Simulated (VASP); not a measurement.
# TiSe2 (P-3m1) in VASP: notebook, part 2 of 2

VASP 6.6.1.

## (5) Relaxation of cell and atoms, PBE+D3(BJ)

The COD entry that gives the cell may itself be a prediction, so a difference from it is no test against experiment.

This run uses another cell than the first one, of 20.50 Å³/atom, 0.946 times its volume.

The input, INCAR:

```
PREC     = Accurate       # precision mode
ENCUT    = 600            # plane-wave cutoff, eV
EDIFF    = 1E-7           # SCF threshold, eV
ISMEAR   = 1              # smearing method
SIGMA    = 0.1            # smearing width, eV
LREAL    = False          # projectors in reciprocal space
LASPH    = True           # aspherical terms in the spheres
NELM     = 80             # most SCF steps
ALGO     = Normal         # electronic algorithm
ISIF     = 3              # what is computed and relaxed
LWAVE    = False          # write WAVECAR
LCHARG   = False          # write CHGCAR
GGA      = PE             # functional
IVDW     = 12             # dispersion correction
IBRION   = 2              # ionic algorithm
NSW      = 90             # ionic steps
EDIFFG   = -0.005         # ionic threshold
KPAR     = 4
```

The input, KPOINTS:

```
Automatic mesh
0
Gamma
  12 12 6
```

The input, POSCAR:

```
TiSe2                                   
1.0
    3.4817797602      0.0000000000     -0.0000000000
   -1.7408898801      3.0153097228     -0.0000000000
   -0.0000000000      0.0000000000      5.8586364345
  Ti              Se            
     1     2
Direct
     0.0000000000000000    0.0000000000000000    0.0000000000000000
     0.3333333332999970    0.6666666667000030    0.2653902336693684
     0.6666666667000030    0.3333333332999970    0.7346097663306316
```

Potentials or basis: VASP PAW PBE potentials, release 64 (Ti_sv, Se).

Command:

```console
cat potpaw_PBE.64/Ti_sv/POTCAR potpaw_PBE.64/Se/POTCAR > POTCAR
mpirun -np 4 vasp_std > vasp.out
```

OUTCAR:

```text
PREC = Accurate
   ENCUT = 600
   EDIFF = 1E-7
   ISMEAR = 1
   LREAL = False
   LASPH = True
   NELM = 80
   ISIF = 3
   GGA = PE
   IVDW = 12
   IBRION = 2
   NSW = 90
   EDIFFG = -0.005
 IVDW          = 12

 ion  position               nearest neighbor table
   1  0.000  0.000  0.000-   2 2.54   3 2.54   3 2.54   2 2.54   3 2.54   2 2.54
   2  0.333  0.667  0.265-   1 2.54   1 2.54   1 2.54
   3  0.667  0.333  0.735-   1 2.54   1 2.54   1 2.54

  LATTYP: Found a hexagonal cell.
 ALAT       =     3.4817797602
 C/A-ratio  =     1.6826556641

  Lattice vectors:

 A1 = (   3.4817797602,   0.0000000000,   0.0000000000)
 A2 = (  -1.7408898801,   3.0153097228,   0.0000000000)
 A3 = (   0.0000000000,   0.0000000000,   5.8586364345)

Analysis of symmetry for initial positions (statically):
=====================================================================
 Subroutine PRICEL returns:
 Original cell was already a primitive cell.

 Routine SETGRP: Setting up the symmetry group for a
 hexagonal supercell.

 Subroutine GETGRP returns: Found 12 space group operations
 (whereof 12 operations were pure point group operations)
 out of a pool of 24 trial point group operations.

The static configuration has the point symmetry D_3d.

[... 147 lines left out ...]
 Methfessel and Paxton  Order N= 1 SIGMA  =   0.10
  energy-cutoff  :      600.00
  volume of cell :       61.51
 maximum number of plane-waves:      2071
   NGX = 13   NGY = 13   NGZ = 23

--------------------------------------- Ionic step        1  -------------------------------------------

 number of electron      24.0000002 magnetization

 Free energy of the ion-electron system (eV)
  ---------------------------------------------------
  ext. energy  EPLUGINS =         0.00000000
  ---------------------------------------------------
  free energy    TOTEN  =       -18.12272641 eV

  energy without entropy =      -18.12277034  energy(sigma->0) =      -18.12274105

------------------------ aborting loop because EDIFF is reached ----------------------------------------

 Edisp (eV)   -1.35292

 E8    (eV) :    -0.5869
[... 114 lines left out ...]
--------------------------------------- Ionic step        4  -------------------------------------------

 number of electron      24.0000002 magnetization

 Free energy of the ion-electron system (eV)
  ---------------------------------------------------
  ext. energy  EPLUGINS =         0.00000000
  ---------------------------------------------------
  free energy    TOTEN  =       -18.12375793 eV

  energy without entropy =      -18.12381036  energy(sigma->0) =      -18.12377541

 E-fermi :   5.3858     XC(G=0): -10.3028

 val. band max:        5.3810220726   @ k =   0.0000   0.4167   0.1667
 cond. band min:       5.3898094406   @ k =   0.0833  -0.0000   0.0000
 fundamental gap:      0.0087873679
 Fermi energy:         5.3858383100

 k-point     1 :       0.0000    0.0000    0.0000
  band No.  band energies     occupation
      1     -52.1381      2.00000
      2     -28.3714      2.00000
      3     -28.3574      2.00000
      4     -28.3574      2.00000
      5      -8.8226      2.00000
      6      -7.2045      2.00000
[... 433 lines left out ...]
      3     -28.3657      2.00000
      4     -28.3633      2.00000
      5      -8.4407      2.00000
      6      -7.2149      2.00000
[... 8 lines left out ...]
     15       6.9421     -0.00000
     16       8.3100      0.00000

 [... further k-points ...]

------------------------ aborting loop because EDIFF is reached ----------------------------------------

 Edisp (eV)   -1.35190

 E8    (eV) :    -0.5864
[... 26 lines left out ...]
  FREE ENERGIE OF THE ION-ELECTRON SYSTEM (eV)
  ---------------------------------------------------
  free  energy   TOTEN  =       -19.4756593607 eV

  energy  without entropy=      -19.4757117931  energy(sigma->0) =      -19.47567684

 reached required accuracy - stopping structural energy minimisation
```

OSZICAR:

```text
N       E                     dE             d eps       ncg     rms          rms(c)
DAV:   1     0.212144751389E+03    0.21214E+03   -0.12777E+04  3200   0.165E+03
[... 35 lines left out ...]
DAV:   2    -0.181237625138E+02    0.58618E-07   -0.11702E-04  4496   0.915E-02    0.136E-02
DAV:   3    -0.181237577396E+02    0.47742E-05   -0.52096E-05  4304   0.475E-02    0.687E-03
DAV:   4    -0.181237574383E+02    0.30128E-06   -0.37819E-06  3528   0.178E-02    0.107E-03
DAV:   5    -0.181237576475E+02   -0.20918E-06   -0.33513E-07  3920   0.371E-03    0.108E-03
DAV:   6    -0.181237578218E+02   -0.17431E-06   -0.78387E-08  1936   0.158E-03    0.606E-04
DAV:   7    -0.181237579331E+02   -0.11135E-06   -0.66494E-08  1704   0.155E-03    0.846E-05
DAV:   8    -0.181237579300E+02    0.31587E-08   -0.24236E-08  1648   0.117E-03
   4 F= -.19475659E+02 E0= -.19475677E+02  d E =-.189304E-05
```

Run time: 71 s. Hardware: 4 MPI ranks of Intel Xeon Platinum 8488C (Sapphire Rapids), shared host; peak memory 0.29 GiB.

Results:

```
Free energy                            : -19.4757 eV
Relaxed volume                         : 20.52 Å³/atom
Relaxed cell                           : a = 3.484 Å, b = 3.484 Å, c = 5.857 Å, α = 90.00°, β = 90.00°, γ = 120.00°
Space group after relaxing (to 0.05 Å) : P-3m1 (No. 164)
Energy gained by relaxing              : 0.0 meV/atom
Ionic steps                            : 4
Pressure after relaxing                : 0.0 GPa
Band gap on the k mesh                 : none (metal or under the smearing width)
Dispersion energy per atom             : -0.451 eV
```

Final structure:
```
Ti Se
1.0
     3.48353    0.00000    0.00000
    -1.74177    3.01683    0.00000
     0.00000    0.00000    5.85705
Ti Se
1 2
Cartesian
  0.0000 0.0000 0.0000
  0.0000 2.0112 1.5533
  1.7418 1.0056 4.3038
```

Caveat: pairwise dispersion overbinds metals, which lowers pressure and volume.

## (6) Relaxation of cell and atoms, PBE

The input, INCAR:

```
SYSTEM = TiSe2
ALGO = Normal ; EDIFF = 1E-6
EDIFFG = -0.01 ; ENCUT = 300
GGA = PE ; IBRION = 2
ISIF = 3 ; ISMEAR = 1
LASPH = .True. ; LCHARG = .False.
LREAL = .False. ; LWAVE = .False.
NELM = 80 ; NSW = 90
PREC = Accurate ; SIGMA = 0.1
```

The input, KPOINTS:

```
k-points
0
Gamma
  6 6 3
  0 0 0
```

The input, POSCAR:

```
TiSe2
1.0
    3.5360000000      0.0000000000      0.0000000000
   -1.7680000000      3.0622658278      0.0000000000
    0.0000000000      0.0000000000      6.0040000000
Ti Se
1 2
Direct
    0.0000000000      0.0000000000      0.0000000000
    0.3333333333      0.6666666667      0.2552000000
    0.6666666667      0.3333333333      0.7448000000
```

Potentials or basis: VASP PAW PBE potentials, release 64 (Ti, Se).

Command:

```console
cat potpaw_PBE.64/Ti/POTCAR potpaw_PBE.64/Se/POTCAR > POTCAR
mpirun -np 1 vasp_std > vasp.out
```

OUTCAR:

```text
SYSTEM = TiSe2
   EDIFF = 1E-6
   EDIFFG = -0.01
   ENCUT = 300
   GGA = PE
   IBRION = 2
   ISIF = 3
   ISMEAR = 1
   LASPH = .True.
   LREAL = .False.
   NELM = 80
   NSW = 90
   PREC = Accurate

 ion  position               nearest neighbor table
   1  0.000  0.000  0.000-   2 2.55   3 2.55   3 2.55   2 2.55   3 2.55   2 2.55
   2  0.333  0.667  0.255-   1 2.55   1 2.55   1 2.55
   3  0.667  0.333  0.745-   1 2.55   1 2.55   1 2.55

  LATTYP: Found a hexagonal cell.
 ALAT       =     3.5360000000
 C/A-ratio  =     1.6979638009

  Lattice vectors:

 A1 = (   3.5360000000,   0.0000000000,   0.0000000000)
 A2 = (  -1.7680000000,   3.0622658278,   0.0000000000)
 A3 = (   0.0000000000,   0.0000000000,   6.0040000000)

Analysis of symmetry for initial positions (statically):
=====================================================================
 Subroutine PRICEL returns:
 Original cell was already a primitive cell.

 Routine SETGRP: Setting up the symmetry group for a
 hexagonal supercell.

 Subroutine GETGRP returns: Found 12 space group operations
 (whereof 12 operations were pure point group operations)
 out of a pool of 24 trial point group operations.
[... 164 lines left out ...]
  Direction    XX          YY          ZZ          XY          YZ          ZX
  --------------------------------------------------------------------------------------
  -------------------------------------------------------------------------------------
  Total        0.1605129      0.1605129      0.9557378      0.0000000      0.0000000      0.0000000
  in kB        3.9557116      3.9557116     23.5533943      0.0000000      0.0000000      0.0000000
  external PRESSURE =      10.4882725 kB  Pullay stress =       0.0000000 kB
[... 92 lines left out ...]
  FREE ENERGIE OF THE ION-ELECTRON SYSTEM (eV)
  ---------------------------------------------------
  free  energy   TOTEN  =       -18.0324277217 eV

  energy  without entropy=      -18.0317100427  energy(sigma->0) =      -18.03218850

[... ionic steps 4 to 11 ...]

--------------------------------------- Ionic step       12  -------------------------------------------

 number of electron      16.0000008 magnetization

------------------------ aborting loop because EDIFF is reached ----------------------------------------
[... 69 lines left out ...]
--------------------------------------- Ionic step       14  -------------------------------------------

 number of electron      16.0000006 magnetization

 Free energy of the ion-electron system (eV)
  ---------------------------------------------------
  ext. energy  EPLUGINS =         0.00000000
  ---------------------------------------------------
  free energy    TOTEN  =       -18.05899194 eV

  energy without entropy =      -18.05849341  energy(sigma->0) =      -18.05882577

 E-fermi :   2.4677     XC(G=0):  -9.2860

 val. band max:        2.4160889724   @ k =   0.5000   0.0000   0.3333
 cond. band min:       2.5228832387   @ k =   0.0000   0.3333   0.3333
 fundamental gap:      0.1067942663
 Fermi energy:         2.4677462405

 k-point     1 :       0.0000    0.0000    0.0000
  band No.  band energies     occupation
      1     -11.2018      2.00000
      2     -10.1653      2.00000
      3      -2.3691      2.00000
      4       0.3500      2.00000
      5       0.3500      2.00000
      6       1.9730      2.00000
      7       2.9426     -0.00000
      8       2.9426     -0.00000
      9       3.0605     -0.00000
     10       3.0605     -0.00000
     11       3.0955     -0.00000
     12       5.9043      0.00000
[... 268 lines left out ...]
  FREE ENERGIE OF THE ION-ELECTRON SYSTEM (eV)
  ---------------------------------------------------
  free  energy   TOTEN  =       -18.0589919445 eV

  energy  without entropy=      -18.0584934098  energy(sigma->0) =      -18.05882577

 reached required accuracy - stopping structural energy minimisation
```

OSZICAR:

```text
N       E                     dE             d eps       ncg     rms          rms(c)
DAV:   1     0.717612891939E+02    0.71761E+02   -0.46797E+03   408   0.738E+02
DAV:   2    -0.107395408605E+02   -0.82501E+02   -0.77077E+02   464   0.175E+02
DAV:   3    -0.209045439265E+02   -0.10165E+02   -0.91729E+01   584   0.619E+01
[... 131 lines left out ...]
DAV:   4    -0.180589725980E+02    0.74477E-03   -0.26508E-03   424   0.327E-01    0.579E-02
DAV:   5    -0.180589899016E+02   -0.17304E-04   -0.21897E-04   464   0.121E-01    0.225E-02
DAV:   6    -0.180589899384E+02   -0.36794E-07   -0.13921E-05   512   0.277E-02    0.142E-02
DAV:   7    -0.180589915336E+02   -0.15951E-05   -0.40256E-06   396   0.158E-02    0.523E-03
DAV:   8    -0.180589919445E+02   -0.41093E-06   -0.51591E-07   204   0.503E-03
  14 F= -.18058992E+02 E0= -.18058826E+02  d E =-.372079E-03
```

CONTCAR:

```text
TiSe2
   1.00000000000000
     3.5236625595527040    0.0000000000000000    0.0000000000000000
    -1.7618312797763520    3.0515812909547386    0.0000000000000000
     0.0000000000000000    0.0000000000000000    6.6621793539852474
  Ti              Se
     1     2
Direct
     0.0000000000000000    0.0000000000000000    0.0000000000000000
     0.3333333332999970    0.6666666667000030    0.2331200017900130
     0.6666666667000030    0.3333333332999970    0.7668799982099871

  0.00000000E+00  0.00000000E+00  0.00000000E+00
  0.00000000E+00  0.00000000E+00  0.00000000E+00
  0.00000000E+00  0.00000000E+00  0.00000000E+00
```

Wall time 83 s (1 thread of Intel Xeon Platinum 8259CL at 2.50GHz (Skylake/Cascade Lake), shared host); peak memory 0.14 GiB.

Results:

| Item | Value |
| --- | --- |
| Free energy | -18.0590 eV |
| Relaxed volume | 23.88 Å³/atom |
| Relaxed cell | a = 3.524 Å, b = 3.524 Å, c = 6.662 Å, α = 90.00°, β = 90.00°, γ = 120.00° |
| Space group after relaxing (to 0.05 Å) | P-3m1 (No. 164) |
| Energy gained by relaxing | 10.8 meV/atom |
| Ionic steps | 14 |
| Pressure after relaxing | 0.0 GPa |
| Largest force after relaxing | 0.005 eV/Å |
| Band gap on the k mesh | none (metal or under the smearing width) |

Forces in eV/Å, atoms in the order of the input:
```
Ti   0.000  0.000  0.000
Se   0.000  0.000  0.005
Se   0.000  0.000 -0.005
```

Step by step:
```csv
step,energy change (eV),largest force (eV/Å),pressure (GPa),volume (Å³)
1,0.0000,0.0718,1.05,65.01
2,-0.0050,0.2356,-0.82,66.35
3,-0.0058,0.1535,-0.34,65.99
4,-0.0100,0.1520,-0.09,66.00
5,-0.0127,0.1543,0.29,66.02
6,-0.0128,0.1551,0.40,66.02
7,-0.0172,0.1330,0.33,66.60
8,-0.0269,0.0579,0.12,68.37
9,-0.0294,0.1064,-0.02,71.95
10,-0.0306,0.0644,0.02,70.90
11,-0.0315,0.0890,-0.50,72.33
12,-0.0320,0.0275,-0.30,71.78
13,-0.0301,0.0825,0.83,71.28
14,-0.0324,0.0045,0.02,71.64
```

Final structure:
```xyz
3
Lattice="3.5237 0.0000 0.0000 -1.7618 3.0516 0.0000 0.0000 0.0000 6.6622" Properties=species:S:1:pos:R:3 pbc="T T T"
Ti    0.0000    0.0000    0.0000
Se    0.0000    2.0344    1.5531
Se    1.7618    1.0172    5.1091
```

Caveat: this functional lacks dispersion, which binds the layers, so the pressure and a relaxed spacing across them are unreliable; the volume moved by +10 % from the deposited cell, more than functionals usually miss. PBE usually gives volumes a little too large and moduli too small.

## (7) Summary

| level | potentials or basis | k mesh | cutoff (eV) | gap on the mesh (eV) | pressure (GPa) | relaxed volume (Å³/atom) |
| --- | --- | --- | --- | --- | --- | --- |
| PBEsol | VASP PAW PBE potentials, release 64 (Ti_sv, Se) | 12 × 12 × 6 | 600 | none | 0.0 | 20.70 |
| PBE+D3(BJ) | VASP PAW PBE potentials, release 64 (Ti_sv, Se) | 12 × 12 × 6 | 600 | none | 0.0 | 20.52 |
| PBE | VASP PAW PBE potentials, release 64 (Ti, Se) | 6 × 6 × 3 | 300 | none | 0.0 | 23.88 |

Alike in all rows: task relaxation of cell and atoms; no spin polarisation; cell relaxed; smearing methfessel-paxton 0.1 eV.

Caveats: the PAW data sets were made with another functional, which shifts forces and pressure a little (some runs); pairwise dispersion overbinds metals, which lowers pressure and volume (some runs); this functional lacks dispersion, which binds the layers, so the pressure and a relaxed spacing across them are unreliable (some runs); the volume moved by +10 % from the deposited cell, more than functionals usually miss (some runs).

Absolute energies hang on the potentials; compare differences alone.
